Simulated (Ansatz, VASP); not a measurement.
# Two plane-wave programs on Sc

Contents of INCAR:

```
  ALGO = Normal
  EDIFF = 1E-6
  ENCUT = 520
  GGA = RP
  ISIF = 2
  ISMEAR = -1
  LASPH = T
  LCHARG = F
  LREAL = F
  LWAVE = F
  NBANDS = 24
  NELM = 60
  PREC = Accurate
  SIGMA = 0.1
```

KPOINTS

```
k-points
0
Gamma
  8 8 11
```

Contents of POSCAR:

```
Sc
1.0
    5.1447973280      0.0000000000      0.0000000000
   -2.5723986640      4.4555251833      0.0000000000
    0.0000000000      0.0000000000      3.2102572355
Sc
3
Direct
    0.0000000000      0.0000000000      0.0000000000
    0.3333333333      0.6666666667      0.5000000000
    0.6666666667      0.3333333333      0.5000000000
```

Input for Ansatz:

```yaml
crystal:
  lattice:
    - [5.144797328, 0.0, 0.0]
    - [-2.572398664, 4.4555251833, 0.0]
    - [0.0, 0.0, 3.2102572355]
  atoms:
    - { symbol: Sc, position: [0.0, 0.0, 0.0] }
    - { symbol: Sc, position: [0.3333333333, 0.6666666667, 0.5] }
    - { symbol: Sc, position: [0.6666666667, 0.3333333333, 0.5] }
hamiltonian:
  xc: rpbe
  pseudopotentials:
    kind: paw
    azcp:
      Sc: "pseudopotentials/Sc.paw.azcp"
basis:
  ecutwfc: 420
  fft_grid_basis: typed
kpoints:
  mp_grid: { grid: [8, 8, 11], shift: [0, 0, 0] }
magnetization:
  spin_polarized: false
scf:
  occupations: { method: fermi_dirac, width: 0.1 }
  lower_state_search: "off"
output:
  stress: true
  write_density: true
  write_potential: true
  elf: true
  volumetric_format: npy
```

Alike in both runs: task single point; functional RPBE; k mesh 8 × 8 × 11; occupations fermi-dirac, width 0.1 eV; no spin polarisation.

```csv
,VASP,Ansatz
version,VASP 6.6.1,Ansatz 0.2.0
potentials or method,"VASP PAW PBE potentials, release 64 (Sc_sv)","plane waves (420 eV) with PAW, scalar-relativistic"
plane-wave cutoff (eV),520,420
valence electrons in the cell,33,33
```

```csv
,VASP,Ansatz,Ansatz less VASP
pressure (GPa),2.2,2.1,-0.04
largest component of the traceless stress (GPa),0.08,0.09,+0.005
```

Caveats: the PAW data sets were made with another functional, which shifts forces and pressure a little (VASP).
